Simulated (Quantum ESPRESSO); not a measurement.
# Te2Mo in Quantum ESPRESSO: single point with PBE

Aim: the single point of Te2Mo with PBE.

Program: Quantum ESPRESSO 7.5. These are calculated values, not measurements. Logs are shortened: lines on timing, memory, paths and dates and some standing lists are left out, and cuts for length are marked.

### Step 1. The slab as given

The cell holds a slab with vacuum, 6 atoms: a = 6.362 Å, b = 3.480 Å, c = 36.176 Å, α = 90.00°, β = 90.14°, γ = 90.00°.

### Step 2. Single point, PBE

Input file run.py:

```python
import numpy as np
from ase.calculators.espresso import Espresso, EspressoProfile
from ase.io import read

atoms = read('Te2Mo.xyz')

input_data = {
    'control': {'calculation': 'scf', 'prefix': 'pwscf', 'outdir': './tmp', 'tprnfor': True, 'tstress': True, 'disk_io': 'nowf'},
    'system': {'ecutwfc': 60.0, 'ecutrho': 440.0, 'nbnd': 36, 'occupations': 'smearing', 'smearing': 'fd', 'degauss': 0.00367493},
    'electrons': {'conv_thr': 1.2e-09, 'electron_maxstep': 120, 'mixing_beta': 0.5},
}
pseudopotentials = {'Mo': 'Mo_ONCV_PBE-1.0.oncvpsp.upf', 'Te': 'Te_pbe_v1.uspp.F.UPF'}
profile = EspressoProfile(command='mpirun -n 2 pw.x -nk 2', pseudo_dir='pseudo')
dft = Espresso(profile=profile, input_data=input_data, pseudopotentials=pseudopotentials, kpts=(4, 8, 1), koffset=(0, 0, 0))
atoms.calc = dft

print(f'energy {atoms.get_potential_energy():.8f} eV')
print('forces (eV/A)')
print(np.round(atoms.get_forces(), 6))
print('stress (eV/A^3, Voigt)')
print(np.round(atoms.get_stress(), 8))
print(f'Fermi level {dft.get_fermi_level():.4f} eV')
```

Input file Te2Mo.xyz:

```xyz
6
Lattice="6.3616090156 0.0000000000 0.0000000000 0.0000000000 3.4804030600 0.0000000000 -0.0857412231 0.0000000000 36.1758904685" Properties=species:S:1:pos:R:3 pbc="T T T"
Te     2.6843670814      2.6103022950     19.5604334860
Te     3.5915007111      0.8701007650     16.6154569825
Te     5.8103567787      0.8701007650     20.1328713710
Te     0.4655110138      2.6103022950     16.0430190975
Mo     1.1110089834      0.8701007650     17.9962527370
Mo     5.1648588091      2.6103022950     18.1796377315
```

Potentials or basis: SSSP 1.3 efficiency PBE.

Launch:

```sh
> OMP_NUM_THREADS=1 python run.py
```

The log of the run:

```text
energy -5175.39380789 eV
forces (eV/A)
[[ 0.047737 -0.        0.132296]
 [-0.047737 -0.       -0.132296]
 [-0.035096 -0.        0.432023]
 [ 0.035096 -0.       -0.432023]
 [ 0.076684  0.        0.03267 ]
 [-0.076684  0.       -0.03267 ]]
stress (eV/A^3, Voigt)
[-1.36346e-03 -9.33770e-04 -2.66817e-03 -0.00000e+00  2.11200e-05
 -0.00000e+00]
Fermi level -1.8227 eV
```

espresso.pwi:

```text
&CONTROL
   calculation      = 'scf'
   tstress          = .true.
   tprnfor          = .true.
   outdir           = './tmp'
   prefix           = 'pwscf'
   disk_io          = 'nowf'
   pseudo_dir       = 'pseudo'
/
&SYSTEM
   nbnd             = 36
   ecutwfc          = 60.0
   ecutrho          = 440.0
   occupations      = 'smearing'
   degauss          = 0.00367493
   smearing         = 'fd'
   ntyp             = 2
   nat              = 6
   ibrav            = 0
/
&ELECTRONS
   electron_maxstep = 120
   conv_thr         = 1.2e-09
   mixing_beta      = 0.5
/
&IONS
/
&CELL
/
&FCP
/
&RISM
/
ATOMIC_SPECIES
Te 127.6 Te_pbe_v1.uspp.F.UPF
Mo 95.95 Mo_ONCV_PBE-1.0.oncvpsp.upf

K_POINTS automatic
4 8 1  0 0 0

CELL_PARAMETERS angstrom
6.36160901560000 0.00000000000000 0.00000000000000
0.00000000000000 3.48040306000000 0.00000000000000
-0.08574122310000 0.00000000000000 36.17589046850000

ATOMIC_POSITIONS angstrom
Te 2.6843670814 2.6103022950 19.5604334860  
Te 3.5915007111 0.8701007650 16.6154569825  
Te 5.8103567787 0.8701007650 20.1328713710  
Te 0.4655110138 2.6103022950 16.0430190975  
Mo 1.1110089834 0.8701007650 17.9962527370  
Mo 5.1648588091 2.6103022950 18.1796377315
```

espresso.pwo:

```text
This program is part of the open-source Quantum ESPRESSO suite
     for quantum simulation of materials; please cite
         "P. Giannozzi et al., J. Phys.:Condens. Matter 21 395502 (2009);
         "P. Giannozzi et al., J. Phys.:Condens. Matter 29 465901 (2017);
         "P. Giannozzi et al., J. Chem. Phys. 152 154105 (2020);
     in publications or presentations arising from this work. More details at

Warning: card &CELL ignored
Warning: card &FCP ignored
Warning: card &RISM ignored

     Message from routine setup:
     using ibrav=0 with symmetry is DISCOURAGED, use correct ibrav instead

     K-points division:     npool     =       2
     Subspace diagonalization in iterative solution of the eigenvalue problem:
     a serial algorithm will be used

     G-vector sticks info
     --------------------
     sticks:   dense  smooth     PW     G-vecs:    dense   smooth      PW
     Sum        2759    1507    431               842141   339363   52027

     Using Slab Decomposition

     bravais-lattice index     =            0
     lattice parameter (alat)  =      12.0217  a.u.
     unit-cell volume          =    5405.2072 (a.u.)^3
     number of atoms/cell      =            6
     number of atomic types    =            2
     number of electrons       =        52.00
     number of Kohn-Sham states=           36
     kinetic-energy cutoff     =      60.0000  Ry
     charge density cutoff     =     440.0000  Ry
     scf convergence threshold =      1.2E-09
     mixing beta               =       0.5000
     number of iterations used =            8  plain     mixing
     Exchange-correlation= PBE
                           (   1   4   3   4   0   0   0)

     celldm(1)=  12.021699  celldm(2)=   0.000000  celldm(3)=   0.000000
     celldm(4)=   0.000000  celldm(5)=   0.000000  celldm(6)=   0.000000

     crystal axes: (cart. coord. in units of alat)
               a(1) = (   1.000000   0.000000   0.000000 )
               a(2) = (   0.000000   0.547095   0.000000 )
               a(3) = (  -0.013478   0.000000   5.686594 )

     reciprocal axes: (cart. coord. in units 2 pi/alat)
               b(1) = (  1.000000 -0.000000  0.002370 )
               b(2) = (  0.000000  1.827837 -0.000000 )
               b(3) = (  0.000000  0.000000  0.175852 )

     PseudoPot. # 1 for Te read from file:
     Te_pbe_v1.uspp.F.UPF
     Pseudo is Ultrasoft + core correction, Zval =  6.0
     Generated by new atomic code, or converted to UPF format
     Using radial grid of  891 points,  5 beta functions with:
                l(1) =   0
                l(2) =   0
                l(3) =   1
                l(4) =   1
                l(5) =   2
     Q(r) pseudized with  6 coefficients,  rinner =    1.800   1.800   1.800
                                                       1.800   1.800

     PseudoPot. # 2 for Mo read from file:
     Mo_ONCV_PBE-1.0.oncvpsp.upf
     Pseudo is Norm-conserving, Zval = 14.0
     Generated using ONCVPSP code by D. R. Hamann
     Using radial grid of 1526 points,  6 beta functions with:
                l(1) =   0
                l(2) =   0
                l(3) =   1
                l(4) =   1
                l(5) =   2
                l(6) =   2

     atomic species   valence    mass     pseudopotential
     Te                6.00   127.60000     Te( 1.00)
     Mo               14.00    95.95000     Mo( 1.00)

      4 Sym. Ops., with inversion, found ( 2 have fractional translation)

   Cartesian axes

     site n.     atom                  positions (alat units)
         1        Te     tau(   1) = (   0.4219635   0.4103211   3.0747620  )
         2        Te     tau(   2) = (   0.5645585   0.1367737   2.6118325  )
         3        Te     tau(   3) = (   0.9133470   0.1367737   3.1647452  )
         4        Te     tau(   4) = (   0.0731750   0.4103211   2.5218493  )
         5        Mo     tau(   5) = (   0.1746428   0.1367737   2.8288838  )
         6        Mo     tau(   6) = (   0.8118793   0.4103211   2.8577106  )

     number of k points=    15  Fermi-Dirac smearing, width (Ry)=  0.0037
                       cart. coord. in units 2pi/alat
        k(    1) = (   0.0000000   0.0000000   0.0000000), wk =   0.0625000
        k(    2) = (   0.0000000   0.2284796   0.0000000), wk =   0.1250000
        k(    3) = (   0.0000000   0.4569592   0.0000000), wk =   0.1250000
        k(    4) = (   0.0000000   0.6854388   0.0000000), wk =   0.1250000
        k(    5) = (   0.0000000  -0.9139184   0.0000000), wk =   0.0625000
        k(    6) = (   0.2500000   0.0000000   0.0005925), wk =   0.1250000
        k(    7) = (   0.2500000   0.2284796   0.0005925), wk =   0.2500000
        k(    8) = (   0.2500000   0.4569592   0.0005925), wk =   0.2500000
        k(    9) = (   0.2500000   0.6854388   0.0005925), wk =   0.2500000
        k(   10) = (   0.2500000  -0.9139184   0.0005925), wk =   0.1250000
        k(   11) = (  -0.5000000   0.0000000  -0.0011851), wk =   0.0625000
        k(   12) = (  -0.5000000   0.2284796  -0.0011851), wk =   0.1250000
        k(   13) = (  -0.5000000   0.4569592  -0.0011851), wk =   0.1250000
        k(   14) = (  -0.5000000   0.6854388  -0.0011851), wk =   0.1250000
        k(   15) = (  -0.5000000  -0.9139184  -0.0011851), wk =   0.0625000

     Dense  grid:   842141 G-vectors     FFT dimensions: (  81,  48, 480)

     Smooth grid:   339363 G-vectors     FFT dimensions: (  60,  36, 360)

     Initial potential from superposition of free atoms

     starting charge      51.9972, renormalised to      52.0000

     negative rho (up, down):  4.561E-03 0.000E+00
     Starting wfcs are   36 randomized atomic wfcs

     Self-consistent Calculation

     iteration #  1     ecut=    60.00 Ry     beta= 0.50
     Davidson diagonalization with overlap
     ethr =  1.00E-02,  avg # of iterations =  4.3

     negative rho (up, down):  2.115E-03 0.000E+00
[... 103 lines left out ...]
     iteration # 13     ecut=    60.00 Ry     beta= 0.50
     Davidson diagonalization with overlap
     ethr =  4.68E-12,  avg # of iterations =  2.0

     negative rho (up, down):  4.529E-06 0.000E+00

     End of self-consistent calculation

          k = 0.0000 0.0000 0.0000 ( 42303 PWs)   bands (ev):

   -62.8767 -62.8193 -37.1107 -37.0684 -37.0096 -36.9058 -36.8648 -36.6973
   -14.6331 -13.6854 -12.8773 -12.6565  -7.4199  -6.7684  -6.4426  -5.7544
    -4.5286  -4.2761  -4.1611  -3.7519  -3.4911  -3.1060  -2.7539  -2.4184
    -2.1232  -1.6429  -1.1749  -0.7454  -0.1310   0.2774   0.4345   1.4295
     1.5471   1.5729   2.0733   2.3578
[... 19 lines left out ...]
   -62.8542 -62.8323 -37.1625 -37.1533 -36.9746 -36.9551 -36.8041 -36.7340
   -13.2612 -12.8931 -12.4361 -12.1301  -6.6273  -6.6054  -6.4985  -5.6525
    -5.3982  -5.3398  -5.0411  -4.9517  -4.3571  -3.9099  -3.6402  -3.4755
    -3.0164  -2.6030  -1.0765  -0.7588  -0.3650  -0.1041   0.0730   0.3453
     1.4927   1.6222   3.2402   3.6086

          k = 0.0000-0.9139 0.0000 ( 42492 PWs)   bands (ev):

   -62.8424 -62.8424 -37.1715 -37.1715 -36.9625 -36.9625 -36.7684 -36.7684
   -12.6890 -12.6890 -12.3521 -12.3521  -6.7315  -6.7315  -6.4353  -6.4353
    -5.5673  -5.5673  -4.5142  -4.5142  -4.3855  -4.3855  -3.4128  -3.4128
    -3.2106  -3.2106  -0.6578  -0.6578  -0.3831  -0.3831   0.1571   0.1571
     1.7924   1.7924   3.6085   3.6086
[... 27 lines left out ...]
   -62.8542 -62.8323 -37.1639 -37.1542 -36.9744 -36.9544 -36.8025 -36.7338
   -13.1548 -12.8445 -12.5720 -12.1756  -7.1155  -6.5451  -6.3726  -5.8934
    -5.5383  -5.0928  -4.8954  -4.7409  -4.1218  -3.7533  -3.5519  -3.2348
    -3.1684  -2.7314  -1.0450  -0.6857  -0.2832  -0.0864   0.3553   0.5511
     1.2249   1.3975   3.3367   3.4303

          k = 0.2500-0.9139 0.0006 ( 42502 PWs)   bands (ev):

   -62.8424 -62.8424 -37.1730 -37.1730 -36.9621 -36.9621 -36.7672 -36.7672
   -12.7004 -12.7004 -12.3158 -12.3158  -7.2228  -7.2228  -6.4268  -6.4268
    -5.2267  -5.2267  -4.5527  -4.5527  -4.0772  -4.0772  -3.4937  -3.4937
    -2.9875  -2.9875  -0.6935  -0.6935  -0.1231  -0.1231   0.2475   0.2475
     1.6643   1.6643   3.1622   3.1622
[... 27 lines left out ...]
   -62.8542 -62.8323 -37.1652 -37.1553 -36.9742 -36.9537 -36.8010 -36.7337
   -12.9323 -12.8413 -12.7594 -12.2419  -7.1966  -6.8035  -6.4810  -5.9861
    -5.2347  -5.2197  -4.8265  -4.4730  -3.7682  -3.7494  -3.6023  -3.3749
    -2.8309  -2.6788  -1.0473  -0.7324  -0.2455   0.0868   0.3509   0.8204
     1.1836   1.2824   2.7558   3.3976

          k =-0.5000-0.9139-0.0012 ( 42496 PWs)   bands (ev):

   -62.8424 -62.8424 -37.1745 -37.1745 -36.9617 -36.9617 -36.7660 -36.7660
   -12.7101 -12.7101 -12.2803 -12.2803  -7.5245  -7.5245  -6.4738  -6.4738
    -5.1477  -5.1477  -4.2041  -4.2041  -4.1088  -4.1088  -3.5339  -3.5339
    -2.6612  -2.6612  -0.7394  -0.7394   0.0557   0.0557   0.4687   0.4687
     1.5964   1.5964   2.6738   2.6738

     the Fermi energy is    -1.8227 ev

!    total energy              =    -380.38446214 Ry
     estimated scf accuracy    <          5.8E-11 Ry
     smearing contrib. (-TS)   =      -0.00062782 Ry
     internal energy E=F+TS    =    -380.38383432 Ry

     The total energy is F=E-TS. E is the sum of the following terms:
     one-electron contribution =   -3843.62523368 Ry
     hartree contribution      =    1919.00522399 Ry
     xc contribution           =     -89.15237224 Ry
     ewald contribution        =    1633.38854761 Ry

     convergence has been achieved in  13 iterations

     negative rho (up, down):  4.529E-06 0.000E+00

     Forces acting on atoms (cartesian axes, Ry/au):

     atom    1 type  1   force =     0.00185666   -0.00000000    0.00514548
     atom    2 type  1   force =    -0.00185666   -0.00000000   -0.00514548
     atom    3 type  1   force =    -0.00136500   -0.00000000    0.01680303
     atom    4 type  1   force =     0.00136500   -0.00000000   -0.01680303
     atom    5 type  2   force =     0.00298252    0.00000000    0.00127068
     atom    6 type  2   force =    -0.00298252    0.00000000   -0.00127068

     Total force =     0.025481     Total SCF correction =     0.000004

     Computing stress (Cartesian axis) and pressure

     negative rho (up, down):  4.529E-06 0.000E+00
          total   stress  (Ry/bohr**3)                   (kbar)     P=        2.65
   0.00001485   0.00000000  -0.00000023            2.18        0.00       -0.03
   0.00000000   0.00001017   0.00000000            0.00        1.50        0.00
  -0.00000023   0.00000000   0.00002906           -0.03        0.00        4.28

=------------------------------------------------------------------------------=
   JOB DONE.
=------------------------------------------------------------------------------=
```

Wall time 10 min (2 MPI ranks of Arm Neoverse N1, shared host); peak memory 2.8 GiB.

What came out:

```yaml
Free_energy: -5175.3943 eV
Largest_force: 0.433 eV/Å
Band_gap_on_the_k_mesh: none (metal or under the smearing width)
```

Forces on the atoms (eV/Å):
```
Te   0.048  0.000  0.132
Te  -0.048  0.000 -0.132
Te  -0.035  0.000  0.432
Te   0.035  0.000 -0.432
Mo   0.077  0.000  0.033
Mo  -0.077  0.000 -0.033
```

### Step 3. The reference run

An earlier run on the cell as given: functional PBE; potentials or basis SSSP 1.3 efficiency PBE; cutoff 816 eV; density cutoff 5987 eV; k mesh 4 × 8 × 1; occupations fermi-dirac, width 0.05 eV; no spin polarisation.

* Largest force: 0.433 eV/Å
* Band gap on the k mesh: none (metal or under the smearing width)
